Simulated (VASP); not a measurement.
# TiO (P-6m2) in VASP: settings compared

The runs below take TiO through single point, with PBEsol, LDA.

All numbers are computed with VASP 6.6.1; they aren't measurements. Logs are shortened: lines on timing, memory, paths and dates and some standing lists are left out, and cuts for length are marked.

**1. The structure**

The structure is hexagonal, space group P-6m2 (No. 187). Conventional cell: a = 3.009 Å, b = 3.009 Å, c = 2.937 Å, α = 90.00°, β = 90.00°, γ = 120.00°. Ti (site symmetry -6m2) is surrounded by 6 O at 2.27 Å. Around O (site symmetry -6m2) lie 6 Ti at 2.27 Å.

The cell comes from a database or a generator and needn't be the stable form of this composition.

**2. Single point, PBEsol, collinear spin, ferromagnetic start**

Contents of INCAR:

```
PREC     = Accurate       # precision mode
ENCUT    = 520            # plane-wave cutoff, eV
EDIFF    = 1E-6           # SCF threshold, eV
ISMEAR   = 0              # smearing method
SIGMA    = 0.05           # smearing width, eV
LREAL    = F              # projectors in reciprocal space
LASPH    = T              # aspherical terms in the spheres
NELM     = 80             # most SCF steps
ALGO     = Normal         # electronic algorithm
ISIF     = 2              # what is computed and relaxed
LWAVE    = F              # write WAVECAR
LCHARG   = T              # write CHGCAR
ISPIN    = 2              # spin polarisation
MAGMOM   = 1 0            # initial moments
LORBIT   = 11             # projections on sites
NUPDOWN  = 2              # fixed moment
LMAXMIX  = 4              # l up to which the mixer works
GGA      = PS             # functional
LELF     = T              # ELF
LVHAR    = T
```

Contents of KPOINTS:

```
regular mesh
0
Gamma
  7 7 6
```

Contents of POSCAR:

```
TiO
1.0
    3.0094341500      0.0000000000      0.0000000000
   -1.5047170800      2.6062464300      0.0000000000
    0.0000000000      0.0000000000      2.9370586300
Ti O
1 1
Direct
    0.0000000000      0.0000000000      0.0000000000
    0.6666666667      0.3333333333      0.5000000000
```

Potentials or basis: VASP PAW PBE potentials, release 64 (Ti_sv, O).

On the command line:

```console
> cat potpaw_PBE.64/Ti_sv/POTCAR potpaw_PBE.64/O/POTCAR > POTCAR
> mpirun -np 1 vasp_std > vasp.out
```

OUTCAR:

```text
PREC = Accurate
   ENCUT = 520
   EDIFF = 1E-6
   ISMEAR = 0
   LREAL = F
   LASPH = T
   NELM = 80
   ISIF = 2
   ISPIN = 2
   LORBIT = 11
   NUPDOWN = 2
   GGA = PS

 ion  position               nearest neighbor table
   1  0.000  0.000  0.000-   2 2.27   2 2.27   2 2.27   2 2.27   2 2.27   2 2.27
   2  0.667  0.333  0.500-   1 2.27   1 2.27   1 2.27   1 2.27   1 2.27   1 2.27

  LATTYP: Found a hexagonal cell.
 ALAT       =     3.0094341500
 C/A-ratio  =     0.9759504557

  Lattice vectors:

 A1 = (   3.0094341500,   0.0000000000,   0.0000000000)
 A2 = (  -1.5047170800,   2.6062464300,   0.0000000000)
 A3 = (   0.0000000000,   0.0000000000,   2.9370586300)

Analysis of symmetry for initial positions (statically):
=====================================================================
 Subroutine PRICEL returns:
 Original cell was already a primitive cell.

 Routine SETGRP: Setting up the symmetry group for a
 hexagonal supercell.

 Subroutine GETGRP returns: Found 12 space group operations
 (whereof 12 operations were pure point group operations)
 out of a pool of 24 trial point group operations.

The static configuration has the point symmetry D_3h.

Analysis of symmetry for dynamics (positions and initial velocities):
=====================================================================
 Subroutine PRICEL returns:
 Original cell was already a primitive cell.

 Routine SETGRP: Setting up the symmetry group for a
 hexagonal supercell.

 Subroutine GETGRP returns: Found 12 space group operations
 (whereof 12 operations were pure point group operations)
 out of a pool of 24 trial point group operations.

The dynamic configuration has the point symmetry D_3h.

Analysis of structural, dynamic, and magnetic symmetry:
=====================================================================
 Subroutine PRICEL returns:
 Original cell was already a primitive cell.

 Routine SETGRP: Setting up the symmetry group for a
 hexagonal supercell.

 Subroutine GETGRP returns: Found 12 space group operations
 (whereof 12 operations were pure point group operations)
 out of a pool of 24 trial point group operations.

The overall configuration has the point symmetry D_3h.

 Subroutine INISYM returns: Found 12 space group operations
 (whereof 12 operations are pure point group operations),
 and found     1 'primitive' translations

----------------------------------------------------------------------------------------

                                     Primitive cell
[... 134 lines left out ...]
  ext. energy  EPLUGINS =         0.00000000
  ---------------------------------------------------
  free energy    TOTEN  =       -17.23122715 eV

  energy without entropy =      -17.22735243  energy(sigma->0) =      -17.22928979

 E-fermi :   4.8525     XC(G=0): -11.9669

 val. band max:        9.8802224006   @ k =   0.2857   0.0000   0.1667
 cond. band min:       7.9500811975   @ k =   0.0000   0.0000   0.0000
 fundamental gap:     -1.9301412031
 Fermi energy:         9.8830811130

 spin component 1

 k-point     1 :       0.0000    0.0000    0.0000
  band No.  band energies     occupation
      1     -48.7908      1.00000
      2     -25.0615      1.00000
      3     -24.9570      1.00000
      4     -24.9570      1.00000
      5     -11.4623      1.00000
      6       4.0679      1.00000
      7       4.0679      1.00000
      8       4.4623      1.00000
      9       5.9959      1.00000
     10       8.9470      1.00000
     11      10.0489      0.00000
     12      10.0489      0.00000
     13      10.5670      0.00000
     14      10.5670      0.00000
[... 379 lines left out ...]
      3     -25.2573      1.00000
      4     -25.1535      1.00000
      5     -10.4581      1.00000
      6       1.9167      1.00000
      7       2.3744      1.00000
      8       3.2381      1.00000
      9       7.9114      1.00000
     10      10.1367      0.00000
     11      10.3283      0.00000
     12      11.1297      0.00000
     13      11.4552      0.00000
     14      15.9205      0.00000

 [... further k-points ...]

 spin component 2

 k-point     1 :       0.0000    0.0000    0.0000
  band No.  band energies     occupation
      1     -47.3147      1.00000
      2     -23.7329      1.00000
      3     -23.4006      1.00000
      4     -23.4006      1.00000
      5     -11.3454      1.00000
      6       4.3716      1.00000
      7       4.3716      1.00000
      8       4.5545      1.00000
      9       7.9501      0.00000
     10      10.2682      0.00000
     11      11.5490      0.00000
     12      11.5490      0.00000
     13      11.7284      0.00000
     14      11.7284      0.00000
[... 379 lines left out ...]
      3     -23.7036      1.00000
      4     -23.5888      1.00000
      5     -10.4124      1.00000
      6       2.2555      1.00000
      7       2.7171      1.00000
      8       3.4629      1.00000
      9       9.9612      0.00000
     10      11.3679      0.00000
     11      11.9477      0.00000
     12      12.2963      0.00000
     13      12.7675      0.00000
     14      17.5242      0.00000

 [... further k-points ...]
[... 5 lines left out ...]
  --------------------------------------------------------------------------------------
  -------------------------------------------------------------------------------------
  Total       -1.9322512     -1.9322512     -2.6925913      0.0000000     -0.0000000      0.0000000
  in kB     -134.3882274   -134.3882279   -187.2699456      0.0000003     -0.0000000      0.0000000
  external PRESSURE =    -152.0154670 kB  Pullay stress =       0.0000000 kB

 VOLUME and BASIS-vectors are now :
 -----------------------------------------------------------------------------
  energy-cutoff  :      520.00
  volume of cell :       23.04
      direct lattice vectors                 reciprocal lattice vectors
     3.009434150  0.000000000  0.000000000     0.332288381  0.191846786  0.000000000
    -1.504717080  2.606246430  0.000000000     0.000000000  0.383693571  0.000000000
     0.000000000  0.000000000  2.937058630     0.000000000  0.000000000  0.340476690

 POSITION                                       TOTAL-FORCE (eV/Angst)
 -----------------------------------------------------------------------------------
      0.00000      0.00000      0.00000         0.000000     -0.000000      0.000000
      1.50472      0.86875      1.46853        -0.000000      0.000000      0.000000
 -----------------------------------------------------------------------------------
    total drift:                               -0.000000      0.000000      0.000000

  FREE ENERGIE OF THE ION-ELECTRON SYSTEM (eV)
  ---------------------------------------------------
  free  energy   TOTEN  =       -17.2312271540 eV

  energy  without entropy=      -17.2273524334  energy(sigma->0) =      -17.22928979

 total charge

# of ion       s       p       d       tot
------------------------------------------
    1        2.132   6.095   1.983  10.210
    2        1.551   3.401   0.000   4.952
--------------------------------------------------
tot          3.683   9.496   1.983  15.162

 magnetization (x)

# of ion       s       p       d       tot
------------------------------------------
    1        0.028   0.038   1.504   1.571
    2        0.009  -0.018   0.000  -0.009
--------------------------------------------------
tot          0.037   0.020   1.504   1.562
```

Wall time 9 s (1 thread of Intel Xeon 6975P-C (Granite Rapids), shared host); peak memory 0.15 GiB.

Results:

```yaml
Free_energy: -17.2312 eV
Pressure: -15.2 GPa
Net_moment: 2.00 μB per cell
Site_moments: Ti +1.57; O -0.01 μB
Valence_electrons_inside_the_program's_atomic_spheres: Ti 10.21; O 4.95
```

Caveat: the PAW data sets were made with another functional, which shifts forces and pressure a little; the total moment is fixed, so each spin has its own Fermi level.

**3. Single point, PBEsol**

Contents of INCAR:

```
SYSTEM = TiO
PREC = Accurate
ENCUT = 520
EDIFF = 1E-6
ISMEAR = 0
SIGMA = 0.05
LREAL = .False.
LASPH = .True.
NELM = 80
ALGO = Normal
ISIF = 2
LWAVE = .False.
LCHARG = .False.
GGA = PS
```

Contents of KPOINTS:

```
Automatic mesh
0
Gamma
  7 7 6
  0 0 0
```

POSCAR is that of step 2.

Potentials or basis: VASP PAW PBE potentials, release 64 (Ti_sv, O).

On the command line:

```console
> cat potpaw_PBE.64/Ti_sv/POTCAR potpaw_PBE.64/O/POTCAR > POTCAR
> mpirun -np 1 vasp_std > vasp.out
```

Wall time 4.1 s (1 thread of Intel Xeon 6975P-C (Granite Rapids), shared host); peak memory 0.13 GiB.

The run converged. Its results:

| Quantity | Value |
| --- | --- |
| Free energy | -18.2620 eV |
| Pressure | -32.7 GPa |
| Band gap on the k mesh | none (metal or under the smearing width) |

Stress tensor (GPa, compression positive):
```
-33.97   0.00   0.00
  0.00 -33.97   0.00
  0.00   0.00 -30.21
```

Levels at points of the mesh, in eV from the Fermi level:
```csv
k point,band 7,band 8,band 9,band 10,band 11,band 12
"(0.00, 0.00, 0.00)",-5.12,-4.82,-2.48,0.29,1.26,1.26
"(0.00, 0.00, 0.50)",-4.80,-4.80,-0.04,-0.04,0.69,1.36
```

Caveat: a pressure of tens of GPa on the cell as given is suspect, and the run, the potentials or the cell itself is likely at fault; the PAW data sets were made with another functional, which shifts forces and pressure a little; semilocal functionals often make such compounds metallic where correlation or magnetic order opens a gap, which also shifts bond lengths.

**4. Single point, LDA, collinear spin, ferromagnetic start**

Contents of INCAR:

```
PREC = Accurate
ENCUT = 520
EDIFF = 1E-6
ISMEAR = 0
SIGMA = 0.05
LREAL = False
LASPH = True
NELM = 100
ALGO = Fast
ISIF = 2
LWAVE = False
LCHARG = False
ISPIN = 2
MAGMOM = 1 0
LORBIT = 11
LMAXMIX = 4
```

Contents of KPOINTS:

```
Automatic mesh
0
Gamma
  7 7 6
```

POSCAR is that of step 3.

Potentials or basis: VASP PAW LDA potentials, release 64 (Ti_sv, O).

On the command line:

```console
> cat potpaw_LDA.64/Ti_sv/POTCAR potpaw_LDA.64/O/POTCAR > POTCAR
> mpirun -np 1 vasp_std > vasp.out
```

It took 39 s on 1 thread of Intel Xeon Platinum 8375C at 2.90GHz (Ice Lake), shared host; peak memory 0.14 GiB.

The run converged. Its results:

| Item | Value |
| --- | --- |
| Free energy | -19.0355 eV |
| Pressure | -38.1 GPa |
| Band gap on the k mesh | none (metal or under the smearing width) |
| Net moment | 0.00 μB per cell |
| Valence electrons inside the program's atomic spheres | Ti 10.16; O 4.92 |

Stress tensor (GPa, compression positive):
```
-38.80   0.00   0.00
  0.00 -38.80   0.00
  0.00   0.00 -36.73
```

Levels at points of the mesh, in eV from the Fermi level:
Spin up:
```csv
k point,band 6,band 7,band 8,band 9,band 10,band 11,band 12,band 13
"(0.00, 0.00, 0.00)",-5.11,-5.11,-4.81,-2.45,0.39,1.26,1.26,1.51
"(0.00, 0.00, 0.50)",-8.32,-4.80,-4.80,-0.04,-0.04,0.71,1.31,1.31
```
Spin down:
```csv
k point,band 6,band 7,band 8,band 9,band 10,band 11,band 12,band 13
"(0.00, 0.00, 0.00)",-5.11,-5.11,-4.81,-2.45,0.39,1.26,1.26,1.51
"(0.00, 0.00, 0.50)",-8.32,-4.80,-4.80,-0.04,-0.04,0.71,1.31,1.31
```

Caveat: a pressure of tens of GPa on the cell as given is suspect, and the run, the potentials or the cell itself is likely at fault; semilocal functionals often make such compounds metallic where correlation or magnetic order opens a gap, which also shifts bond lengths.

**5. Summary**

```csv
level,potentials or basis,spin,fixed moment (μB),further INCAR settings,gap on the mesh (eV),pressure (GPa),moment (μB)
PBEsol,"VASP PAW PBE potentials, release 64 (Ti_sv, O)","collinear, ferromagnetic start",2,ALGO = Normal; EDIFF = 1e-06,-,-15.2,2.00
PBEsol,"VASP PAW PBE potentials, release 64 (Ti_sv, O)",off,-,ALGO = Normal; EDIFF = 1e-06,none,-32.7,-
LDA,"VASP PAW LDA potentials, release 64 (Ti_sv, O)","collinear, ferromagnetic start",-,ALGO = Fast; EDIFF = 1e-06,none,-38.1,0.00
```

Alike in all rows: task single point; cell as given; k mesh 7 × 7 × 6; cutoff (eV) 520; smearing gaussian 0.05 eV.

Caveats: the PAW data sets were made with another functional, which shifts forces and pressure a little (some runs); a pressure of tens of GPa on the cell as given is suspect, and the run, the potentials or the cell itself is likely at fault (some runs); semilocal functionals often make such compounds metallic where correlation or magnetic order opens a gap, which also shifts bond lengths (some runs); the total moment is fixed, so each spin has its own Fermi level (some runs).

Absolute energies hang on the potentials; compare differences alone.
